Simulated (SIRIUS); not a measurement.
# C in SIRIUS: reference runs

Aim: a first look at C with PBEsol, on the cell as given.

Program: SIRIUS 7.12.0. These are calculated values, not measurements. Logs are shortened: lines on timing, memory, paths and dates and some standing lists are left out, and cuts for length are marked. The log counts tension as positive stress, the text compression.

## 1. The slab as given

The cell holds a slab with vacuum, 2 atoms: a = 2.456 Å, b = 2.456 Å, c = 8.524 Å, α = 90.00°, β = 90.00°, γ = 120.00°.

## 2. Single point, PBEsol

The input, sirius.json:

```json
{
  "control": {
    "processing_unit": "cpu",
    "std_evp_solver_name": "lapack",
    "gen_evp_solver_name": "lapack",
    "verbosity": 2,
    "print_forces": true,
    "ortho_rf": true,
    "use_second_variation": true,
    "rmt_max": 3.0,
    "num_bands_to_print": 13,
    "save_wf": true
  },
  "parameters": {
    "electronic_structure_method": "full_potential_lapwlo",
    "xc_functionals": ["XC_GGA_X_PBE_SOL", "XC_GGA_C_PBE_SOL"],
    "core_relativity": "dirac",
    "valence_relativity": "iora",
    "num_fv_states": 13,
    "smearing": "fermi_dirac",
    "smearing_width": 0.0018374661,
    "pw_cutoff": 27,
    "gk_cutoff": 5.27,
    "lmax_apw": 10,
    "lmax_rho": 8,
    "lmax_pot": 8,
    "num_mag_dims": 0,
    "auto_rmt": 0,
    "ngridk": [12, 12, 3],
    "shiftk": [0, 0, 0],
    "num_dft_iter": 80,
    "energy_tol": 1e-07,
    "density_tol": 1e-05,
    "use_symmetry": true
  },
  "settings": {"tol_ne": 1e-10},
  "iterative_solver": {"type": "exact"},
  "mixer": {"type": "anderson", "beta": 0.5, "max_history": 8},
  "unit_cell": {
    "lattice_vectors": [[4.641488922, 0.0, 0.0], [-2.320744461, 4.0196473179, 0.0], [0.0, 0.0, 16.1076538906]],
    "atom_types": ["C"],
    "atom_files": {"C": "C.json"},
    "atoms": {"C": [[0.6666666667, 0.3333333333, 0.0], [0.3333333333, 0.6666666667, 0.0]]}
  }
}
```

The input, C.json:

```json
{
  "name": "carbon",
  "symbol": "C",
  "number": 6,
  "mass": 12.0107,
  "rmin": 1e-06,
  "rmt": 1.29,
  "nrmt": 800,
  "rinf": 14.98,
  "core": "",
  "valence": [
    {"basis": [{"enu": -0.24, "dme": 0, "n": 0, "auto": 0}, {"enu": -0.24, "dme": 1, "n": 0, "auto": 0}]},
    {"l": 0, "n": 1, "basis": [{"enu": -0.241, "dme": 0, "n": 0, "auto": 0}]},
    {"l": 1, "n": 2, "basis": [{"enu": -0.14, "dme": 0, "n": 0, "auto": 0}]},
    {"l": 2, "n": 3, "basis": [{"enu": -0.14, "dme": 0, "n": 0, "auto": 0}]},
    {"l": 3, "n": 4, "basis": [{"enu": -0.14, "dme": 0, "n": 0, "auto": 0}]}
  ],
  "lo": [
    {
      "l": 0,
      "basis": [{"enu": -0.241, "dme": 0, "n": 0, "auto": 0}, {"enu": -0.241, "dme": 1, "n": 0, "auto": 0}]
    },
    {
      "l": 0,
      "basis": [{"enu": -0.241, "dme": 1, "n": 0, "auto": 0}, {"enu": -0.241, "dme": 2, "n": 0, "auto": 0}]
    },
    {
      "l": 0,
      "basis": [{"enu": -9.887, "dme": 0, "n": 1, "auto": 1}, {"enu": -9.887, "dme": 1, "n": 1, "auto": 1}]
    },
    {
      "l": 0,
      "basis": [{"enu": -0.241, "dme": 0, "n": 0, "auto": 0}, {"enu": 6.9701, "dme": 0, "n": 0, "auto": 0}]
    },
    {"l": 1, "basis": [{"enu": -0.14, "dme": 0, "n": 0, "auto": 0}, {"enu": -0.14, "dme": 1, "n": 0, "auto": 0}]},
    {"l": 1, "basis": [{"enu": -0.14, "dme": 1, "n": 0, "auto": 0}, {"enu": -0.14, "dme": 2, "n": 0, "auto": 0}]},
    {
      "l": 1,
      "basis": [{"enu": -0.14, "dme": 0, "n": 0, "auto": 0}, {"enu": 8.1528, "dme": 0, "n": 0, "auto": 0}]
    },
    {"l": 2, "basis": [{"enu": -0.14, "dme": 0, "n": 0, "auto": 0}, {"enu": -0.14, "dme": 1, "n": 0, "auto": 0}]},
    {"l": 2, "basis": [{"enu": -0.14, "dme": 1, "n": 0, "auto": 0}, {"enu": -0.14, "dme": 2, "n": 0, "auto": 0}]},
    {
      "l": 2,
      "basis": [{"enu": -0.14, "dme": 0, "n": 0, "auto": 0}, {"enu": 9.2344, "dme": 0, "n": 0, "auto": 0}]
    },
    {"l": 3, "basis": [{"enu": -0.14, "dme": 0, "n": 0, "auto": 0}, {"enu": -0.14, "dme": 1, "n": 0, "auto": 0}]}
  ],
  "free_atom": [... radial grid and density of the free atom, the start of the SCF ...]
}
```

The input, sirius_start.json:

```json
{
  "control": {
    "processing_unit": "cpu",
    "std_evp_solver_name": "lapack",
    "gen_evp_solver_name": "lapack",
    "verbosity": 1,
    "print_forces": false,
    "ortho_rf": true,
    "use_second_variation": true,
    "rmt_max": 3.0,
    "num_bands_to_print": 13,
    "save_wf": false
  },
  "parameters": {
    "electronic_structure_method": "full_potential_lapwlo",
    "xc_functionals": ["XC_LDA_X", "XC_LDA_C_PW"],
    "core_relativity": "dirac",
    "valence_relativity": "iora",
    "num_fv_states": 13,
    "smearing": "fermi_dirac",
    "smearing_width": 0.0055123983,
    "pw_cutoff": 27,
    "gk_cutoff": 4.22,
    "lmax_apw": 10,
    "lmax_rho": 8,
    "lmax_pot": 8,
    "num_mag_dims": 0,
    "auto_rmt": 0,
    "ngridk": [5, 5, 1],
    "shiftk": [0, 0, 0],
    "num_dft_iter": 30,
    "energy_tol": 0.01,
    "density_tol": 0.05,
    "use_symmetry": true
  },
  "settings": {"tol_ne": 1e-10},
  "iterative_solver": {"type": "exact"},
  "mixer": {"type": "anderson", "beta": 0.5, "max_history": 8},
  "unit_cell": {
    "lattice_vectors": [[4.641488922, 0.0, 0.0], [-2.320744461, 4.0196473179, 0.0], [0.0, 0.0, 16.1076538906]],
    "atom_types": ["C"],
    "atom_files": {"C": "C.json"},
    "atoms": {"C": [[0.6666666667, 0.3333333333, 0.0], [0.3333333333, 0.6666666667, 0.0]]}
  }
}
```

Potentials or basis: all-electron FP-LAPW, apw+lo standard.

On the command line:

```sh
$ OMP_NUM_THREADS=1 sirius.scf --input=sirius_start.json --output=start.json
$ OMP_NUM_THREADS=1 sirius.scf --input=sirius.json --output=output.json --task=1
```

Standard output:

```text
[info] SIRIUS version : 7.12.0
[info] number of MPI ranks           : 1
[info] MPI grid                      : 1 1
[info] maximum number of OMP threads : 1
[fft] FFT context for density and potential
[fft] =====================================
[fft]   plane wave cutoff                     : 27
[fft]   grid size                             : 45 45 144   total : 291600
[fft]   grid limits                           : -22 22   -22 22   -71 72
[fft]   number of G-vectors within the cutoff : 99787
[fft]   number of G-shells                    : 4978
[fft] FFT context for coarse grid
[fft] =====================================
[fft]   plane wave cutoff                     : 10.54
[fft]   grid size                             : 18 18 60   total : 19440
[fft]   grid limits                           : -8 9   -8 9   -29 30
[fft]   number of G-vectors within the cutoff : 5953
[fft]   number of G-shells                    : 381
[unit cell] lattice vectors
[unit cell]   a1 :       4.6414889220      0.0000000000      0.0000000000
[unit cell]   a2 :      -2.3207444610      4.0196473179      0.0000000000
[unit cell]   a3 :       0.0000000000      0.0000000000     16.1076538906
[unit cell] reciprocal lattice vectors
[unit cell]   b1 :       1.3537003778      0.7815592775     -0.0000000000
[unit cell]   b2 :       0.0000000000      1.5631185550      0.0000000000
[unit cell]   b3 :       0.0000000000     -0.0000000000      0.3900745167
[unit cell] unit cell volume :       300.52289057 [a.u.^3]
[unit cell] 1/sqrt(omega)    :         0.05768478
[unit cell] MT volume        :        17.98405971 ( 5.98%)
[unit cell] IT volume        :       282.53883085 (94.02%)
[unit cell] number of atom types : 1
[unit cell] type id : 0 symbol :  C mt_radius :   1.290000 num_atoms : 2
[unit cell] total number of atoms : 2
[unit cell] number of symmetry classes : 1
[unit cell] atom id  type id  class id             position                      vector_field
[unit cell] ------------------------------------------------------------------------------------------
[unit cell]      0        0        0      0.66667   0.33333   0.00000      0.00000   0.00000   0.00000
[unit cell]      1        0        0      0.33333   0.66667   0.00000      0.00000   0.00000   0.00000
[unit cell] atom id         position (Cartesian, a.u.)
[unit cell] ---------------------------------------------
[unit cell]      0       2.320744    1.339882    0.000000
[unit cell]      1      -0.000000    2.679765    0.000000
[unit cell] class id : 0 atom id : 0 1
[unit cell] minimum bond length:     2.679765
[sym] space group number   : 191
[sym] international symbol : P6/mmm
[sym] Hall symbol          : -P 6 2
[sym] space group transformation matrix :
[sym]   1.0000  0.0000  0.0000
[sym]   0.0000  1.0000  0.0000
[sym]   0.0000  0.0000  1.0000
[sym] space group origin shift :
[sym]   0.0000  0.0000  0.0000
[sym] number of space group operations  : 24
[sym] number of magnetic group operations : 24
[sym] metric tensor error: 5.1412e-10
[sym] rotation matrix error: 2.7556e-11
[sym]
[sym] symmetry operations
[sym]
[... 223 lines left out ...]
[find] Efermi                         :      -0.00839713
[find] iteration : 0, RMS (target) : 6.0544e-02 (1.0000e-05) , energy difference (target) : -7.5895e+01 (1.0000e-07)
[find] +------------------------------+
[find] | SCF iteration   1 out of  80|
[find] +------------------------------+
[generate_radial_functions] Linearization energies
[generate_radial_functions] Atom : C, class id : 0
[generate_radial_functions] augmented waves
[generate_radial_functions] local orbitals
[generate_radial_functions] {l: 0, n: 1, enu: -9.73163, dme: 0, auto: 1}
[generate_radial_functions] {l: 0, n: 1, enu: -9.73163, dme: 1, auto: 1}
[diagonalize] Lowest band energies
[diagonalize] ik:    0   -9.732065   -9.731055   -0.727096   -0.291411   -0.117878   -0.117878    0.107026    0.194202    0.250909    0.299838    0.299838    0.418294    0.464924
[diagonalize] ik:    1   -9.732049   -9.731069   -0.721024   -0.284122   -0.141887   -0.130556    0.115289    0.202278    0.258664    0.302610    0.325784    0.397253    0.475665
[diagonalize] ik:    2   -9.732005   -9.731114   -0.702873   -0.262454   -0.202438   -0.160182    0.140078    0.226327    0.281063    0.302797    0.340846    0.394409    0.509810
[diagonalize] ik:    3   -9.731937   -9.731184   -0.672849   -0.280105   -0.227112   -0.193011    0.181325    0.255783    0.273033    0.288902    0.325414    0.489230    0.553722
[diagonalize] ik:    4   -9.731851   -9.731267   -0.631374   -0.361719   -0.220314   -0.179891    0.174582    0.238676    0.278436    0.323156    0.380354    0.576896    0.580807
[diagonalize] ...
[diagonalize] ik:   33   -9.731727   -9.731390   -0.562767   -0.427186   -0.304714   -0.106365    0.085761    0.346812    0.364104    0.376694    0.465217    0.506750    0.549266
[diagonalize] ik:   34   -9.731682   -9.731435   -0.515821   -0.481623   -0.311505   -0.072909    0.045734    0.360650    0.417511    0.430295    0.440839    0.472522    0.519278
[diagonalize] ik:   35   -9.731727   -9.731390   -0.568309   -0.393631   -0.339388   -0.109562    0.097238    0.338849    0.365178    0.442020    0.450456    0.463132    0.547242
[diagonalize] ik:   36   -9.731646   -9.731472   -0.515168   -0.446863   -0.365501   -0.057850    0.040641    0.389519    0.418519    0.444864    0.476185    0.486572    0.560941
[diagonalize] ik:   37   -9.731559   -9.731559   -0.469574   -0.469574   -0.400302   -0.007414   -0.007414    0.378750    0.472344    0.472344    0.493191    0.541305    0.541305
[generate_core_charge_density] atom class : 0
[find] Total energy                   :     -75.89497996 (Ha),    -151.78995992 (Ry)
[find] iteration : 1, RMS (target) : 2.7873e-02 (1.0000e-05) , energy difference (target) : 7.7985e-07 (1.0000e-07)
[find] Total energy                   :     -75.89498204 (Ha),    -151.78996408 (Ry)
[find] iteration : 2, RMS (target) : 5.0691e-04 (1.0000e-05) , energy difference (target) : -2.0791e-06 (1.0000e-07)
[find] Total energy                   :     -75.89498210 (Ha),    -151.78996419 (Ry)
[find] iteration : 3, RMS (target) : 3.2790e-05 (1.0000e-05) , energy difference (target) : -5.6231e-08 (1.0000e-07)
[find] Charges and magnetic moments
[find] --------------------------------------------------------------------------------
[find] atom      charge    core leakage
[find] --------------------------------------------------------------------------------
[find]    0    3.945598    0.000000e+00
[find]    1    3.945598    0.000000e+00
[find] total core leakage    : 0.00000000e+00
[find] interstitial charge   : 4.108803
[find] total charge          : 12.000000
[find] Energy
[find] --------------------------------------------------------------------------------
[find] valence_eval_sum               :     -41.65616362
[find] core_eval_sum                  :       0.00000000
[find] kinetic energy                 :      75.59711661
[find] enuc                           :     -89.18800427
[find] <rho|V^{XC}>                   :     -13.61412314
[find] <rho|E^{XC}>                   :     -10.48449240
[find] <mag|B^{XC}>                   :       0.00000000
[find] <rho|V^{H}>                    :    -103.63915702
[find] smearing (-TS)                 :      -0.00007076
[find] SCF correction                 :      -0.00002353
[find] Total energy                   :     -75.89498210 (Ha),    -151.78996420 (Ry)
[find] Free energy (E-TS)             :     -75.89505286 (Ha),    -151.79010572 (Ry)
[find] band gap (eV)                  :       0.00000000
[find] Efermi                         :      -0.00639065
[find] iteration : 4, RMS (target) : 6.0948e-06 (1.0000e-05) , energy difference (target) : -3.7550e-09 (1.0000e-07)
[find] converged after 5 SCF iterations!
[find] Charges and magnetic moments
[find] --------------------------------------------------------------------------------
[find] atom      charge    core leakage
[find] --------------------------------------------------------------------------------
[find]    0    3.945598    0.000000e+00
[find]    1    3.945598    0.000000e+00
[find] total core leakage    : 0.00000000e+00
[find] interstitial charge   : 4.108803
[find] total charge          : 12.000000
[find] Energy
[find] --------------------------------------------------------------------------------
[find] valence_eval_sum               :     -41.65616362
[find] core_eval_sum                  :       0.00000000
[find] kinetic energy                 :      75.59711661
[find] enuc                           :     -89.18800427
[find] <rho|V^{XC}>                   :     -13.61412314
[find] <rho|E^{XC}>                   :     -10.48449240
[find] <mag|B^{XC}>                   :       0.00000000
[find] <rho|V^{H}>                    :    -103.63915702
[find] smearing (-TS)                 :      -0.00007076
[find] SCF correction                 :      -0.00002353
[find] Total energy                   :     -75.89498210 (Ha),    -151.78996420 (Ry)
[find] Free energy (E-TS)             :     -75.89505286 (Ha),    -151.79010572 (Ry)
[find] band gap (eV)                  :       0.00000000
[find] Efermi                         :      -0.00639065
[ground_state]
[ground_state] ==== total Forces in Ha/bohr =====
[ground_state] atom:    0, force:      -0.0000000      0.0000000      0.0000000
[ground_state] atom:    1, force:       0.0000000      0.0000000     -0.0000000
[ground_state] ==== contribution from density =====
[ground_state] atom:    0, force:      -0.0000000      0.0000000     -0.0000000
[ground_state] atom:    1, force:      -0.0000000     -0.0000000      0.0000000
[ground_state] ==== contribution from Hartree potential =====
[ground_state] atom:    0, force:       0.0000000      0.0000000      0.0000000
[ground_state] atom:    1, force:      -0.0000000      0.0000000      0.0000000
[ground_state] ==== contribution from IBS =====
[ground_state] atom:    0, force:      -0.0000000      0.0000000      0.0000000
[ground_state] atom:    1, force:       0.0000000      0.0000000     -0.0000000
```

Run time: 2.3 min. Hardware: 1 thread of Intel Xeon Platinum 8259CL at 2.50GHz (Skylake/Cascade Lake), shared host; peak memory 0.77 GiB.

Results:

| Quantity | Value |
| --- | --- |
| Free energy | -2065.2096 eV |
| Band gap on the k mesh | none (metal or under the smearing width) |
| Valence electrons inside the program's atomic spheres | C 3.95 (radii C 1.29 bohr) |

Levels at points of the mesh, in eV from the Fermi level:
```csv
k point,band 3,band 4,band 5,band 6,band 7,band 8,band 9,band 10,band 11
"(0.00, 0.00, 0.00)",-19.58,-7.73,-3.01,-3.01,3.10,5.47,7.02,8.36,8.36
"(0.50, 0.00, 0.00)",-14.26,-13.32,-6.44,-2.39,1.66,7.45,11.05,11.18,12.75
```
